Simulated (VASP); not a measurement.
Here is a VASP 6.6.1 calculation.

INCAR

```
SYSTEM = Pd
  PREC = Accurate
  ENCUT = 520
  EDIFF = 1E-6
  ISMEAR = 1
  SIGMA = 0.1
  LREAL = .False.
  LASPH = .True.
  NELM = 100
  ALGO = Fast
  ISIF = 2
  LWAVE = .False.
  LCHARG = .False.
  GGA = PS
  NBANDS = 72
  KPAR = 4
```

File KPOINTS:

```
Automatic mesh
0
Gamma
  19 19 3
  0 0 0
```

File POSCAR:

```
Pd                                      
1.0
    2.7381720000      0.0000000000      0.0000000000
   -1.3690860500      2.3713265700      0.0000000000
    0.0000000000      0.0000000000     26.8486635346
  Pd            
    12
Direct
     0.0000000000000000    0.0000000000000000    1.0000000000000000
     0.3333330000000032    0.6666669999999968    0.0833333300000021
     0.6666669999999968    0.3333330000000032    0.1666666599999971
     0.0000000000000000    0.0000000000000000    0.2499999899999992
     0.3333330000000032    0.6666669999999968    0.3333333200000013
     0.6666669999999968    0.3333330000000032    0.4166666500000034
     1.0000000000000000    0.0000000000000000    0.4999999799999983
     0.3333330000000032    0.6666669999999968    0.5833333100000004
     0.6666669999999968    0.3333330000000032    0.6666666400000025
     1.0000000000000000    0.0000000000000000    0.7499999699999975
     0.3333330000000032    0.6666669999999968    0.8333332999999996
     0.6666669999999968    0.3333330000000032    0.9166666300000017
```

Potentials or basis: VASP PAW PBE potentials, release 64 (Pd).

Command:

```sh
$ cat potpaw_PBE.64/Pd/POTCAR > POTCAR
$ mpirun -np 4 vasp_std > vasp.out
```

Q: Estimate the pressure.

A: 0.0 GPa.

Q: Estimate the band gap on the k mesh.

A: None (metal or under the smearing width).

Caveat: the PAW data sets were made with another functional, which shifts forces and pressure a little.
